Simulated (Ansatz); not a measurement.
# MgO (Periclase): optical spectrum from first principles

Aim: the dielectric function of MgO (Periclase), and the optical constants that follow from it. The cell comes from an older database entry, whose edges can differ from later determinations, mostly by under a per cent.

Program: Ansatz 0.2.0. Level of theory: DFT, PBE, plane-wave PAW, default files, scalar-relativistic, independent-particle optical response without local fields. Results are calculated unless marked as measured.

The database entry behind the starting cell differs from later determinations by our own check (about 0.1 % long), so it need not match the best structure at ambient conditions.

### 1. The starting structure

Symmetry: Fm-3m, No. 225, cubic system. The conventional cell has a = 4.217 Å, b = 4.217 Å, c = 4.217 Å, α = 90.00°, β = 90.00°, γ = 90.00°. Nearest to Mg lie 6 O at 2.11 Å. Nearest to O lie 6 Mg at 2.11 Å. Farther neighbours and most contacts between anions are not listed.

### 2. Ground state and bands

The self-consistent density comes first; it also tells whether there is a gap, which decides the occupations and the need for a Drude term.

This step: DFT, PBE, plane-wave PAW, default files, scalar-relativistic, ground state (Ansatz 0.2.0).

The input, input.yaml:

```yaml
crystal:
  lattice:
    - [0.0, 2.1085, 2.1085]
    - [2.1085, 0.0, 2.1085]
    - [2.1085, 2.1085, 0.0]
  atoms:
    - { symbol: Mg, position: [0.0, 0.0, 0.0] }
    - { symbol: O, position: [0.5, 0.5, 0.5] }
kpoints:
  mp_grid: { grid: [10, 10, 10] }
  band_path:
    path:
      - [[0.0, 0.0, 0.0], [0.5, 0.0, 0.5], [0.5, 0.25, 0.75], [0.375, 0.375, 0.75], [0.0, 0.0, 0.0], [0.5, 0.5, 0.5], [0.625, 0.25, 0.625], [0.5, 0.25, 0.75], [0.5, 0.5, 0.5], [0.375, 0.375, 0.75]]
      - [[0.625, 0.25, 0.625], [0.5, 0.0, 0.5]]
    npoints: 5
scf:
  occupations: { method: fermi_dirac, width: 0.05 }
  n_extra_bands: 6
hamiltonian:
  xc: pbe
  pseudopotentials: { kind: paw }
output:
  forces: true
  stress: true
  populations: true
  write_bands: true
```

On the command line:

```
ansatz run input.yaml --threads 4 --pin off --max-ram 8192MiB --backend cpu --events-out ev --progress --plain --runs-dir out
```

Numbers of over 12 decimals in the logs are rounded to 6 here.

Log:

```text
scf.n_extra_bands = 6 over 8 filled bands (N_el = 16.0): the run solves 14 bands
Engine: ansatz 0.2.0, x86_64-unknown-linux-gnu
Pseudopotentials: kind: paw
Pseudopotential: Mg, paw, valence charge 10, recommended cutoff 420 eV (normal), Mg.paw.azcp
Pseudopotential: O, paw, valence charge 6, recommended cutoff 420 eV (normal), O.paw.azcp
Functional definition: PBE
  parameter kappa = 0.804
  parameter beta = 0.066725
  exchange = pbe_x(kappa = kappa, mu = beta*pi^2/3)
  correlation = pbe_c(beta = beta)
Crystal: 2 atoms, lattice volume = 18.748 Å³
Basis set: ecut = 420 eV, 339 PW (Γ), exchange–correlation on 40×40×40 points (8 copies of the dense FFT grid, shifted against one another)
Bands: 14, of which v1, the nominal top of the filled ones, is band 8 counted from 1 (7 counted from 0)
Symmetry: 48 space group operations
Space group: Fm-3m (ITA 225), of the structure as read, at distance tolerance 2.7e-5 Å
k-points: 47 of 1000
Non-local potential: Mg, projectors of the file, l = 0: 3, l = 1: 2, l = 2: 1
Non-local potential: O, projectors of the file, l = 0: 2, l = 1: 2, l = 2: 1
PAW form: soft (Blöchl's): semilocal exchange-correlation on the pseudo side does not see the compensation charge
PAW one-centre angular grid: Mg, 110 points (default); XC on 64 Gauss nodes
PAW one-centre angular grid: O, 110 points (default); XC on 64 Gauss nodes
Initial density: superposition of atomic densities (neutral atoms: chi_scale 0, normalization atom), corrected by the library's trained network
Initial wavefunctions: pseudopotential atomic-orbital guess
Functional: x = pbe(κ = 0.804, μ = 0.219515), c = pbe(β = 0.066725)
SCF iter   1: F=—  HF=-2494.132541 eV  |F-HF|=—  |Δ(HF+E_count)|=         —  Δρ=6.03e-4  dr2=1.21e-5  ethr=1.77e-3  ⟨swp⟩=5.5  Hψ=3607  notcnv=0  defer=19
preconditioner: auto → none  [insulator: Δε(μ)=4.708 eV  Ē_g=21.209 eV  σ=0.050 eV  W_gap=1.00  n_scr=8 (ndim 8)  ℏωp=24.3 eV  f_vac=0.000  D(μ)=0.00/eV (n_scr^D=0)  ε∞_Penn≈2.3]
SCF iter   2: F=—  HF=-2494.132730 eV  |F-HF|=—  |Δ(HF+E_count)|=   1.89e-4  Δρ=4.12e-4  dr2=1.42e-5  ethr=7.57e-8  ⟨swp⟩=3.1  Hψ=1626  notcnv=0  defer=31
SCF iter   3: F=—  HF=-2494.132747 eV  |F-HF|=—  |Δ(HF+E_count)|=   1.70e-5  Δρ=2.47e-4  dr2=4.49e-6  ethr=7.57e-8  ⟨swp⟩=1.6  Hψ=722  notcnv=0  defer=31
SCF iter   4: F=—  HF=-2494.132766 eV  |F-HF|=—  |Δ(HF+E_count)|=   1.92e-5  Δρ=5.16e-5  dr2=2.66e-7  ethr=2.81e-8  ⟨swp⟩=2.1  Hψ=822  notcnv=0  defer=31
iter 5 did not close the SCF: its close was put off for the readings that it lacked (scf_convergence_deferred on its scf_iter line)
SCF iter   5: F=-2494.132766 eV  HF=-2494.132766 eV  |F-HF|=2.72e-8  |Δ(HF+E_count)|=   6.95e-8  Δρ=1.62e-5  dr2=2.66e-8  ethr=1.66e-9  ⟨swp⟩=2.3  Hψ=874  notcnv=0  defer=31
SCF iter   6: F=-2494.132766 eV  HF=-2494.132766 eV  |F-HF|=5.21e-9  |Δ(HF+E_count)|=   1.00e-8  Δρ=6.83e-6  dr2=5.13e-9  ethr=1.66e-10  ⟨swp⟩=4.7  Hψ=2512  notcnv=0
SCF 1 converged in 6 iterations: F = -2494.132766 eV  dr2 = 5.13e-9
  greatest PAW one-centre occupation: 1.000 electrons in one spin orbital (limit 2), on the Mg atom at site 0 (counted from 0), in its partial waves of l = 0
NSCF: frozen V_eff on 52 k-points
SCF converged after 6 iterations
Free energy (F): -2494.132766 eV
Harris-Foulkes:  -2494.132766 eV  (|F-HF|=5.21e-9)
Internal energy: -2494.132766 eV  (E = F + TS)
E sigma→0 (E₀):  -2494.132766 eV
Fermi energy:    10.501543 eV
--- Per-component energies (eV) ---
  E_band       = -293.272455
  E_kinetic    = 255.748936
  E_local      = -1604.634434  (includes V_loc(G=0)·N_el)
  E_nonlocal   = 142.807550
  E_hartree    = 555.153711
  E_xc         = -105.259925
  E_vxc        = -134.890299  (∫ρ·V_xc dr)
  E_paw        = -450.094248  (= ΣΔE_a)
  E_vpaw       = -62.612119  (= ΣTr[D̂ρ^β])
  E_aug_tail   = 0.002520  (compensation charges beyond the density's cutoff)
  E_ewald      = -1287.856876
  E_smearing   = -0.000000  (= −TS)
  E_closure    = -0.000000  (closes the sum)
  Σ components = -2494.132766   (vs F -2494.132766, Δ=0.00e0)
--- Forces (eV/Å), atoms counted from 1 ---
  atom   1  Mg    -0.00000000     0.00000000     0.00000000
  atom   2  O      0.00000000     0.00000000     0.00000000
  max |Σ_I F_I| component: 2.18e-29 eV/Å
--- Stress (GPa, compression-positive) ---
        4.095735       0.000000       0.000000
        0.000000       4.095735       0.000000
        0.000000       0.000000       4.095735
  P = ⅓ Tr σ = 4.0957 GPa (40.957 kbar)
--- Band table (eV; the first three rows and the last of 47) ---
  k-point 0: bands = [... 4 lower, -9.1430, 8.0914, 8.0914, 8.0914, 12.8004, 23.8927, 23.8927, 23.8927, ... 2 higher]
  k-point 1: bands = [... 4 lower, -9.0346, 7.4422, 8.0244, 8.0244, 13.4281, 22.6384, 24.1301, 24.1301, ... 2 higher]
  k-point 2: bands = [... 4 lower, -8.7371, 6.1283, 7.8551, 7.8551, 14.6245, 21.1232, 24.6095, 24.6095, ... 2 higher]
  k-point 46: bands = [... 4 lower, -7.5584, 4.7915, 5.5907, 6.3718, 19.0942, 19.9089, 20.2627, 23.9922, ... 2 higher]
--- Löwdin populations: 2 sites ---
  site symbol       q [e]
     0     Mg      8.4652
     1      O      7.3898
  spilling = 0.009066 (of n_electrons = 16.000000)
```

Wall time 1.5 s (4 threads of Intel Xeon Platinum 8488C (Sapphire Rapids), shared host); peak memory 0.32 GiB.

Read-outs, printed or worked out from the files:

* free energy: -2494.1328 eV
* Fermi energy: 10.50 eV
* gap by band count: 4.709 eV
* electrons: 16
* symmetry operations: 48
* pressure: 4.096 GPa
* gap on the k-mesh: 4.709 eV
* volume: 18.75 Å³
* gap on the path: 4.709 eV
* least direct gap on the path: 4.709 eV

There is a gap, 4.71 eV on the path, so no carriers' term is needed. The cell is left with a pressure of 4.1 GPa, as it stands unrelaxed at this level.

Electronic bands along the path, in eV, zero at the Fermi level; v1 is the highest filled band, c1 the lowest empty one:

```
          point     v3     v2     v1    c1     c2     c3     c4
              Γ  -2.41  -2.41  -2.41  2.30  13.39  13.39  13.39
0.60 of the way  -5.54  -3.34  -3.34  6.42   8.04  12.01  15.50
              X  -6.45  -3.74  -3.74  6.73   7.54  10.66  16.53
0.60 of the way  -6.02  -4.49  -4.03  7.92   8.75  10.17  14.39
              W  -5.33  -5.33  -4.17  9.23   9.23   9.73  13.08
0.40 of the way  -5.67  -5.09  -3.95  8.46   9.54   9.75  13.70
              K  -5.86  -5.10  -3.54  7.68   9.34  10.10  15.69
0.40 of the way  -5.74  -4.05  -2.95  6.56   9.38  12.14  15.20
              Γ  -2.41  -2.41  -2.41  2.30  13.39  13.39  13.39
0.40 of the way  -4.37  -2.65  -2.65  4.12  10.62  14.11  14.11
              L  -7.00  -3.06  -3.06  5.49  10.16  13.90  13.90
0.40 of the way  -6.69  -3.80  -3.19  6.44   9.96  12.01  14.42
              U  -5.86  -5.10  -3.54  7.68   9.34  10.10  15.69
0.40 of the way  -5.78  -5.08  -3.75  8.07   9.43   9.94  14.31
              W  -5.33  -5.33  -4.17  9.23   9.23   9.73  13.08
0.40 of the way  -6.14  -4.65  -3.54  7.80   9.62  10.57  14.30
              L  -7.00  -3.06  -3.06  5.49  10.16  13.90  13.90
0.60 of the way  -6.34  -4.46  -3.31  7.25   9.76  10.93  14.92
              K  -5.86  -5.10  -3.54  7.68   9.34  10.10  15.69
      jump to U  -5.86  -5.10  -3.54  7.68   9.34  10.10  15.69
0.40 of the way  -6.23  -4.36  -3.67  7.23   8.29  10.44  16.02
              X  -6.45  -3.74  -3.74  6.73   7.54  10.66  16.53
```

The electronic bands as a text plot (rows in eV, shown from -7.0 to 8.3 only):

```
    8.0 |    ++   +++   ++++                  +++   +       ++ +
    7.3 |      +++ +                         +             +  + +
    6.7 |    ++  ++         ++              +        ++   +    ++
    6.1 |                                  +           + +
    5.4 |                               +++             +
    4.8 |   +                 ++      ++
    4.2 |                            +
    3.5 |
    2.9 | ++                    +  ++
    2.2 |+                       ++
    1.6 |
    1.0 |
    0.3 |
   -0.3 |
   -0.9 |
   -1.6 |
   -2.2 |*                      *****
   -2.9 | ***               *****  *********           ***
   -3.5 |    ******     ****    *          ******   **** ********
   -4.1 |   *     ******    **       *           *** **        **
   -4.8 |           **    **  **             ** *   *      ** *
   -5.4 |    **      *****            **       * ***         *
   -6.0 |      **  **   ******               ****   *      *****
   -6.7 |        **                     *****        ******     *
         Γ       X    W  K        Γ      L     U  W     L   K|U X
```

### 3. Spectrum

The spectrum is a sum over vertical transitions between filled and empty bands at the fixed density, so many empty bands are needed.

This step: DFT, PBE, plane-wave PAW, default files, scalar-relativistic, independent-particle optical response without local fields (Ansatz 0.2.0).

input.yaml, the sections that differ from step 2:

```yaml
kpoints:
  mp_grid: { grid: [10, 10, 10] }
scf:
  occupations: { method: fixed }
output:
  optics:
    e_range: [0, 14]
    de: 0.05
    sigma: 0.1
    nscf_kmesh: { grid: [10, 10, 10] }
    bands: { spectra_wanted_up_to: 14 }
# crystal, hamiltonian: as in step 2
```

Log:

```text
[...]
Crystal: 2 atoms, lattice volume = 18.748 Å³
Basis set: ecut = 420 eV, 339 PW (Γ)
Bands: 12, of which v1, the nominal top of the filled ones, is band 8 counted from 1 (7 counted from 0)
Symmetry: 48 space group operations
[...]
k-points: 47 of 1000
[...]
SCF iter   1: F=—  HF=-2494.132715 eV  |F-HF|=—  |Δ(HF+E_count)|=         —  Δρ=5.66e-4  dr2=7.16e-6  ethr=1.77e-3  ⟨swp⟩=4.6  Hψ=2939  notcnv=0  defer=79
[...]
SCF iter   8: F=-2494.132804 eV  HF=-2494.132804 eV  |F-HF|=9.09e-13  |Δ(HF+E_count)|=  6.37e-12  Δρ=4.20e-8  dr2=1.80e-13  ethr=1.00e-12  ⟨swp⟩=4.1  Hψ=1841  notcnv=0
SCF 1 converged in 8 iterations: F = -2494.132804 eV  dr2 = 1.80e-13
[...]
NSCF: frozen V_eff on 47 k-points
[...]
output.optics: what the bands over the 16 summed would add to eps1, eps2 and the energy-loss function is held between a lower and an upper bound (6 Lanczos steps). eps1, eps2 and their loss function (loss_summed_bands) are given on every row as the summed bands alone make them. Along an axis, on a row where the two bounds hold the loss function to about 1 % of the greater of itself and 0.5 % of |1/eps|, its cell (loss_completed) is given, with the completed eps1 and eps2 that it is formed of (a cell that is left empty reads nan in the table and null in the record). The two bounds hold it so along every axis on all 281 rows up to 14.000 eV. [rest of the remark cut]
SCF converged after 8 iterations
Free energy (F): -2494.132804 eV
[...]
Internal energy: -2494.132804 eV  (E = F + TS)
E sigma→0 (E₀):  -2494.132804 eV
Fermi energy:    8.091367 eV
[...]
--- Band table (eV; the first three rows and the last of 47) ---
  k-point 0: bands = [... 4 lower, -9.1430, 8.0914, 8.0914, 8.0914, 12.8005, 23.8928, 23.8928, 23.8928]
  k-point 1: bands = [... 4 lower, -9.0346, 7.4422, 8.0243, 8.0243, 13.4282, 22.6385, 24.1302, 24.1302]
  k-point 2: bands = [... 4 lower, -8.7371, 6.1283, 7.8551, 7.8551, 14.6247, 21.1233, 24.6096, 24.6096]
  k-point 46: bands = [... 4 lower, -7.5584, 4.7915, 5.5907, 6.3718, 19.0942, 19.9089, 20.2628, 23.9923]
```

Elapsed: 2.2 s, on 4 threads; peak memory 0.6 GiB; 7.2 s of CPU time.

Read-outs, printed or worked out from the files:

* electronic dielectric constant ε∞, mean over x, y and z (by symmetry where fewer were run): 3.262
* absorption onset, first axis (α over 10⁴ cm⁻¹, or the direct gap if that lies higher): 4.709 eV
* main peak of Im epsilon, first axis: 10.99 eV
* least direct gap on the mesh: 4.709 eV
* bands summed: 16
* spectra valid up to: 23.92 eV
* program's estimate of the k-sum error in Im epsilon: 0.07 %
* electrons in the f-sum: 6.049

The Im ε, any direction by photon energy; read off at these points:

photon energy (eV), Im ε, any direction and a bar:
```
    4.500       0.00 
    4.750       0.18 #
    5.000       0.51 ###
    5.250       0.67 ###
    5.500       0.79 ####
    5.750       0.88 ####
    6.000       0.96 #####
    6.250       1.03 #####
    6.500       1.10 ######
    6.750       1.17 ######
    7.000       1.25 ######
    7.250       1.34 #######
    7.500       1.44 #######
    7.750       1.59 ########
    8.000       1.80 #########
    8.250       2.15 ###########
    8.500       3.16 ################
    8.650       3.73 ###################
    8.750       3.66 ##################
    9.000       3.42 #################
    9.250       3.21 ################
    9.500       3.03 ###############
    9.750       2.89 ###############
   10.000       2.78 ##############
   10.250       2.73 ##############
   10.500       3.15 ################
   10.750       4.73 ########################
   11.000       5.97 ##############################
   11.250       5.72 #############################
   11.500       4.30 ######################
   11.750       3.58 ##################
   12.000       3.24 ################
   12.250       3.06 ###############
   12.500       2.87 ##############
   12.750       2.83 ##############
   13.000       2.90 ###############
   13.250       2.19 ###########
   13.500       1.84 #########
   13.750       2.18 ###########
   14.000       2.70 ##############
```

(Part 1 of 2 ends here.)

[Logs are printed without paths, hosts, clocks, repeated set-up lines and the standing remarks that a program may print on its own settings, such as how far it seeks lower states.]

[Hosts, paths, dates, database ids (printed as entryN), source tags and the programs' standing remarks are cut or masked in the printed files.]
